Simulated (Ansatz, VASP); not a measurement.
# One calculation of Hf, two programs

POSCAR

```
Hf
1.0
    3.2178708157      0.0000000000      0.0000000000
   -1.6089354078      2.7867578725      0.0000000000
    0.0000000000      0.0000000000      5.0912963404
Hf
2
Direct
    0.6666666667      0.3333333333      0.7500000000
    0.3333333333      0.6666666667      0.2500000000
```

The input INCAR.step1:

```
SYSTEM = Hf
  ALGO = Normal
  EDIFF = 1E-4
  ENCUT = 520
  GGA = PE
  ISMEAR = -1
  LASPH = .True.
  LCHARG = .False.
  LREAL = .False.
  LWAVE = .True.
  NBANDS = 17
  NELM = 80
  PREC = Accurate
  SIGMA = 0.05
```

The input INCAR.step2:

```
SYSTEM = Hf
  ALGO = Normal
  EDIFF = 1E-6
  ENCUT = 520
  ISIF = 2
  ISMEAR = -1
  ISTART = 1
  LASPH = .True.
  LCHARG = .False.
  LMIXTAU = .True.
  LREAL = .False.
  LWAVE = .False.
  METAGGA = R2SCAN
  NBANDS = 17
  NELM = 80
  PREC = Accurate
  SIGMA = 0.05
```

File KPOINTS:

```
k-points
0
Gamma
  10 10 5
  0 0 0
```

File input.yaml:

```yaml
crystal:
  lattice:
    - [3.2178708157, 0.0, 0.0]
    - [-1.6089354078, 2.7867578725, 0.0]
    - [0.0, 0.0, 5.0912963404]
  atoms:
    - { symbol: Hf, position: [0.6666666667, 0.3333333333, 0.75] }
    - { symbol: Hf, position: [0.3333333333, 0.6666666667, 0.25] }
hamiltonian:
  xc: r2scan
  pseudopotentials: { kind: paw }
kpoints:
  mp_grid: { grid: [10, 10, 5] }
scf:
  occupations: { method: fermi_dirac, width: 0.05 }
output:
  forces: true
  stress: true
  eigenvalues: true
```

Alike in both runs: task single point; functional r2SCAN; k mesh 10 × 10 × 5; occupations fermi-dirac, width 0.05 eV; no spin polarisation.

|  | VASP | Ansatz |
| --- | --- | --- |
| version | VASP 6.6.1 | Ansatz 0.2.0 |
| potentials or method | VASP PAW PBE potentials, release 64 (Hf_pv) | Ansatz PAW |
| plane-wave cutoff (eV) | 520 | 500 |
| valence electrons in the cell | 20 | 52 |

```csv
,VASP,Ansatz,Ansatz less VASP
gap on the k mesh at the Fermi level (eV),none,none,-
pressure (GPa),-2.8,-2.3,+0.54
largest component of the traceless stress (GPa),0.53,0.51,-0.025
```

A gap of «none» marks a metal or a gap that the smearing closes. The functional is the same, so the differences come from potentials, cutoffs and numerics. The two sets of potentials don't hold the same shells in valence.

Caveats: the PAW data sets were made with another functional, which shifts forces and pressure a little (VASP); the PAW data sets come from PBE, with cores solved anew for the run's functional, which leaves a small shift of forces and pressure (Ansatz). Spin-orbit coupling is left out, which matters for the levels of Hf.
